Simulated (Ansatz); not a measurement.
Input and command of a plane-wave DFT calculation in Ansatz:

```yaml
crystal:
  lattice:
    - [-5.575235333, -3.2188636203, 4.9190313857]
    - [5.575235333, -3.2188636203, 4.9190313857]
    - [0.0, 6.4377272406, 4.9190313857]
  atoms:
    - { symbol: In, position: [0.1397382814, 0.1390750907, 0.6485262729] }
    - { symbol: In, position: [0.1384335374, 0.6465972391, 0.1423015042] }
    - { symbol: In, position: [0.6459734894, 0.1403460958, 0.1410373585] }
    - { symbol: In, position: [0.8409502675, 0.8415614231, 0.8434531911] }
    - { symbol: In, position: [0.3566400664, 0.3558605394, 0.8595032897] }
    - { symbol: In, position: [0.3552229625, 0.8575608194, 0.3592048767] }
    - { symbol: In, position: [0.8568704647, 0.3572689127, 0.3578173414] }
    - { symbol: In, position: [0.3551207649, 0.3557616454, 0.357693947] }
    - { symbol: In, position: [0.8468726708, 0.8504089877, 0.3697880161] }
    - { symbol: In, position: [0.8497808429, 0.3678883358, 0.849434453] }
    - { symbol: In, position: [0.3672289883, 0.84750702, 0.8523768547] }
    - { symbol: In, position: [0.1386705346, 0.1393262562, 0.1412568163] }
    - { symbol: In, position: [0.6411656114, 0.6405784851, 0.1486426277] }
    - { symbol: In, position: [0.6399461354, 0.1466804393, 0.6437634323] }
    - { symbol: In, position: [0.1461009349, 0.6417701328, 0.6425027372] }
    - { symbol: O, position: [0.6001523478, 0.2516061131, 0.3966390735] }
    - { symbol: O, position: [0.0966080354, 0.7495319637, 0.3965632315] }
    - { symbol: O, position: [0.0984443351, 0.2534375437, 0.900148131] }
    - { symbol: O, position: [0.5965222822, 0.7561888465, 0.9211036608], spin: 0.333 }
    - { symbol: O, position: [0.2509740566, 0.3946346911, 0.6027262127] }
    - { symbol: O, position: [0.755465508, 0.9157021468, 0.6065789889], spin: 0.333 }
    - { symbol: O, position: [0.7488791095, 0.3946156971, 0.0991643158] }
    - { symbol: O, position: [0.2528023745, 0.898229821, 0.1010542519] }
    - { symbol: O, position: [0.3939841428, 0.6007944126, 0.2535691201] }
    - { symbol: O, position: [0.8975661317, 0.0990690778, 0.2553582864] }
    - { symbol: O, position: [0.9159786527, 0.6005683172, 0.7591488037], spin: 0.333 }
    - { symbol: O, position: [0.3939851427, 0.0972494652, 0.751502016] }
    - { symbol: O, position: [0.3762774171, 0.7551187205, 0.6039225985], spin: 0.333 }
    - { symbol: O, position: [0.9020719316, 0.2569178902, 0.6012063569] }
    - { symbol: O, position: [0.8981524562, 0.7558611729, 0.0994028646] }
    - { symbol: O, position: [0.3972678097, 0.245547112, 0.104496186] }
    - { symbol: O, position: [0.5970523163, 0.3779983021, 0.7628126418], spin: 0.333 }
    - { symbol: O, position: [0.0969171158, 0.8987878261, 0.7577706339] }
    - { symbol: O, position: [0.1018746677, 0.3978870053, 0.2475005502] }
    - { symbol: O, position: [0.5986102988, 0.9026919881, 0.2588711982] }
    - { symbol: O, position: [0.7578633709, 0.6021229765, 0.3797765363], spin: 0.333 }
    - { symbol: O, position: [0.2448937463, 0.1025215103, 0.3998410508] }
    - { symbol: O, position: [0.2562916376, 0.5992451944, 0.904665862] }
    - { symbol: O, position: [0.7551526037, 0.097574113, 0.9006753665] }
  host:
    lattice:
      - [2.7876176665, 1.6094318101, 4.9190313857]
      - [-2.7876176665, 1.6094318101, 4.9190313857]
      - [0.0, -3.2188636203, 4.9190313857]
    atoms:
      - { symbol: In, position: [0.6427970982, 0.6427970982, 0.6427970982] }
      - { symbol: In, position: [0.8572029018, 0.8572029018, 0.8572029018] }
      - { symbol: In, position: [0.3572029018, 0.3572029018, 0.3572029018] }
      - { symbol: In, position: [0.1427970982, 0.1427970982, 0.1427970982] }
      - { symbol: O, position: [0.0465672022, 0.75, 0.4534327978] }
      - { symbol: O, position: [0.75, 0.4534327978, 0.0465672022] }
      - { symbol: O, position: [0.4534327978, 0.0465672022, 0.75] }
      - { symbol: O, position: [0.9534327978, 0.25, 0.5465672022] }
      - { symbol: O, position: [0.5465672022, 0.9534327978, 0.25] }
      - { symbol: O, position: [0.25, 0.5465672022, 0.9534327978] }
total_charge: -3
basis:
  ecutwfc: 420
  xc_grid: 2
kpoints:
  mp_grid: { grid: [2, 2, 2], shift: [0.5, 0.5, 0.5] }
hamiltonian:
  xc: pbe
scf:
  occupations: { method: gaussian, width: 0.01 }
output:
  forces: true
  stress: false
  eigenvalues: true
  populations: true
  charged_corrections:
    defect_position: [0.6427971, 0.6427971, 0.6427971]
    epsilon: [[12.976, 0.0, 0.0], [0.0, 12.976, 0.0], [0.0, 0.0, 16.5157]]
  write_density: true
  write_potential: true
  elf: true
  volumetric_format: npy
magnetization:
  spin_polarized: true
relax:
  adjacent_minimum: "off"
  f_tol: 0.025
  max_steps: 45
```

```bash
ansatz run input.yaml --threads 4 --pin off --max-ram 10240MiB --backend cpu --events-out ev --progress --plain --runs-dir out
```

Processor: Arm Neoverse V2, 4 threads, on a host shared with other jobs.

**Question.** Estimate time, memory and problem size.

**Answer.** About 3.9 min on 4 threads of Arm Neoverse V2, on a shared host, peak memory 2.5 GiB. It solves 211 bands at 4 k points (the mesh reduced by symmetry) with about 10397 plane waves, in 33 SCF iterations over 4 ionic steps.
